How much room an atom of copper takes up depends, in a calculation, on how the forces between atoms, or the interactions of their electrons, are described. The table sets several answers for the same crystal beside the measurement. Two volumes are held back, those of RPBE and HSEsol, and the question is how closely the other rows and some density-functional theory can place them.

Equilibrium volume of fcc copper (Fm-3m) from force fields and density-functional theory, in the 2025 and 2026 releases of the programs named. Each volume is at the method's own minimum for a static lattice; the measured one is for 300 K. The DFT runs are not spin-polarised, and their basis is given as a plane-wave cutoff in eV or as Kmax in 1/bohr.

| method | rung | program | potentials | basis | k mesh | smearing | equilibrium volume (Å³/atom) | computed less measured (Å³/atom) |
| --- | --- | --- | --- | --- | --- | --- | --- | --- |
| EAM | force field | LAMMPS | CuTa.eam.alloy | default | none 1-atom cell | none | 11.811 | 0.001 |
| EMT | force field | ASE | EMT | default | none 1-atom cell | none | 11.565 | -0.245 |
| analytic-bond-order | force field | LAMMPS | CuH.bop.table | default | none 1-atom cell | none | 11.813 | 0.003 |
| LDA | LDA | Quantum ESPRESSO | GBRV 1.5 LDA | 612 eV | 13x13x13 1-atom cell | methfessel paxton 0.136eV | 10.838 | -0.972 |
| PBE | GGA | FLEUR | all electron | 4.5 Kmax | 13x13x13 1-atom cell | Fermi Dirac 0.05eV | 11.942 | 0.132 |
| PBEsol | GGA | FLEUR | all electron | 4.47 Kmax | 13x13x13 1-atom cell | Fermi Dirac 0.05eV | 11.305 | -0.505 |
| PW91 | GGA | FLEUR | all electron | 3.93 Kmax | 13x13x13 1-atom cell | Fermi Dirac 0.05eV | 11.880 | 0.070 |
| RPBE | GGA | FLEUR | all electron | 3.93 Kmax | 13x13x13 1-atom cell | Fermi Dirac 0.05eV | ? | ? |
| HSEsol | hybrid | Ansatz | Ansatz PAW | 420 eV | 7x7x7 1-atom cell | Fermi Dirac 0.05eV | ? | ? |
| r2SCAN0 | hybrid | Ansatz | Ansatz PAW | 500 eV | 7x7x7 1-atom cell | Fermi Dirac 0.05eV | 11.602 | -0.208 |

**The first three rows: potentials made for the purpose**

The embedded-atom potential (EAM) and the bond-order potential agree with the measured volume to within 0.003 Å³ per atom. These models contain no explicit electrons, and copper's lattice constant is a usual target when their parameters are chosen. The agreement is therefore no forecast of how well they would do for a defect or a surface. It also has a practical side: their static lattice already has the size of the crystal at 300 K, so a simulation run at room temperature would normally expand beyond it. The third potential, EMT, is also parameterised, but it lies 0.245 Å³ below the measurement.

**LDA, PBE and PBEsol: what a density gradient does**

LDA treats each small region as if it belonged to a uniform electron gas. It makes the atom's volume 8% smaller than measured. PBEsol and PBE add a dependence on the density gradient, and the volume grows from 10.84 with LDA to 11.30 with PBEsol and 11.94 Å³ with PBE.

The growth can be understood from the exchange energy, which is negative. A gradient functional multiplies the local exchange energy by an enhancement factor $F(s)$, where $s$ is the density gradient measured against the density itself. When the crystal expands, the density between the atoms thins out and $s$ rises there. A functional whose $F$ climbs steeply then lowers the energy of the expanded crystal more, and the minimum moves to a larger volume. The gradient term in correlation works in the opposite direction, but in these functionals exchange wins.

PBE and PBEsol make the cleanest pair for measuring the effect. They have the same form of $F$, the same program and k mesh, and nearly the same basis. PBE starts with the steeper rise, and its volume is 0.64 Å³ larger. That step supplies the scale for the first forecast.

**PW91: a warning about small differences**

PW91 lies 0.06 Å³ below PBE, although the two functionals usually give almost the same volume for a metal like this. Its basis is smaller, with a cutoff of 3.93 instead of 4.5. A difference of this size is thus no safe sign of better physics. RPBE was run with the same smaller basis, so its forecast has to allow for a similar offset.

**RPBE: the same start, a longer climb**

RPBE keeps PBE's correlation and lets $F$ start with the same steepness. It differs in how the climb slackens. With $x=\mu s^2/\kappa$, where $\mu$ sets the initial rise and $\kappa$ the ceiling of $F$, the slopes are

$$\left(\frac{dF}{d(s^2)}\right)_{\mathrm{PBE}}=\frac{\mu}{(1+x)^2},\qquad \left(\frac{dF}{d(s^2)}\right)_{\mathrm{RPBE}}=\mu\,e^{-x}.$$

For small $x$ the PBE slope falls twice as fast as the RPBE slope. In the moderately uneven density between the atoms, RPBE therefore rewards expansion more strongly.

To turn this into a volume, I take one typical value, $s=0.9$, for the regions that matter. This is an assumption. The slope is then 0.098 for PBEsol, 0.147 for PBE and 0.176 for RPBE. The step from PBE to RPBE is $0.029/0.050\approx0.58$ of the step from PBEsol to PBE, so the added volume should be about $0.58\times0.64\approx0.37$ Å³. Added to PBE's 11.94, this gives 12.31 Å³.

One could instead take the scale from the whole step between LDA and PBE, which leads to 12.16 Å³. Both scales include a growing correlation term that contracts the crystal, and no such term is added between PBE and RPBE. Both should therefore err on the low side, which favours the larger estimate. **The forecast for RPBE is $12.31\pm0.20$ Å³ per atom, above PBE and the largest volume in the table.** The bar reflects mainly the choice of $s$: a value of 0.7 gives 12.15 and a value of 1.1 gives 12.54, which is slightly beyond its upper end. It also has to absorb any offset from the smaller basis, for which no shift is applied.

**HSEsol: two effects that oppose each other**

HSEsol takes PBEsol and replaces part of its short-range exchange by exact exchange. This removes some of the spurious repulsion of each electron with itself, and copper's filled d shell becomes more compact. Neighbouring shells then repel each other less, which favours a smaller crystal. The d electrons also take less part in bonding, which favours a larger one.

Theory gives both directions but no simple rule for the balance, and no pair of rows in the table isolates it. The best estimate is then the parent's own volume. **The forecast for HSEsol is $11.30\pm0.25$ Å³ per atom, close to PBEsol and below the measurement.** The bar is wider because the program and the k mesh change along with the functional.

**r2SCAN0: which volume is the right target?**

The last row lies 0.21 Å³ below the measurement and looks like a case of slight overbinding. The measured crystal, however, is swollen by heat and zero-point motion, while the calculated lattice is static. Taking this swelling out lowers the target by roughly 0.2 Å³, a recalled figure, and almost the whole error of r2SCAN0 disappears. Its mesh is coarse for a one-atom metal cell treated with exact exchange, so the close match needs a test with a denser mesh before it can be trusted.

The same correction changes the verdict on the gradient functionals. Against the measurement as it stands, PBE seems far better than PBEsol. Against the static target they err by about the same amount, 0.3 Å³, with PBE too large and PBEsol too small.

**The two volumes revealed**

The withheld rows as computed:

| method | rung | program | potentials | basis | k mesh | smearing | equilibrium volume (Å³/atom) | computed less measured (Å³/atom) |
| --- | --- | --- | --- | --- | --- | --- | --- | --- |
| RPBE | GGA | FLEUR | all electron | 3.93 Kmax | 13x13x13 1-atom cell | Fermi Dirac 0.05eV | 12.322 | 0.512 |
| HSEsol | hybrid | Ansatz | Ansatz PAW | 420 eV | 7x7x7 1-atom cell | Fermi Dirac 0.05eV | 11.453 | -0.357 |

RPBE comes out at 12.32 Å³, and the forecast was low by only 0.01. It is also the largest volume in the table, as foreseen. The choice of $s$ alone moves the estimate by far more than this miss, and the smaller basis may do so too. So close a hit is partly luck, and the result supports the direction and rough size of the effect but not the particular value 0.9. The scale taken from the whole LDA-to-PBE step falls short by 0.16 Å³.

That shortfall shows where the simple model breaks down. From LDA to PBEsol the volume grows by about 5 Å³ per unit of slope; from PBEsol to PBE it grows by about 13. A likely reason is the gradient term in correlation, which the exchange slope leaves out. LDA has no such term and PBEsol already has most of PBE's, so it offsets much of the first step and less of the second. An expanded crystal is also softer, so an equal push moves it further. The use of a single $s$ for regions that differ widely, and the pseudopotential of the LDA row, may add their share. In this one test, the short step between related functionals is thus a better scale than the whole way up from LDA.

HSEsol comes out at 11.45 Å³. The forecast was 0.15 too low, within its bar, and the volume does lie below the measurement. The miss has the sign that weaker d bonding would produce, but the change of program and mesh could also contribute. A PBEsol run in the same program with the same settings would show the program's share, and an HSEsol run on a denser mesh would show that of the coarse mesh.

**What the full column says about choosing a functional**

RPBE completes the picture on the large side. Against the rough static target it is too large by about 0.7 Å³, nearly as far off as LDA is in the other direction. A steeper exchange factor is thus no steady road to better volumes: it cures LDA's overbinding, passes the target between PBEsol and PBE, and then carries on.

The same ladder for silver should keep the order LDA, PBEsol, PBE, RPBE, because the order comes from the functionals more than from the metal. Silver is softer, so the same differences in exchange should spread its volumes further apart. For either metal, a calculated volume is best judged against a static target, and the effect of changing the functional is best read from runs that share all other settings.
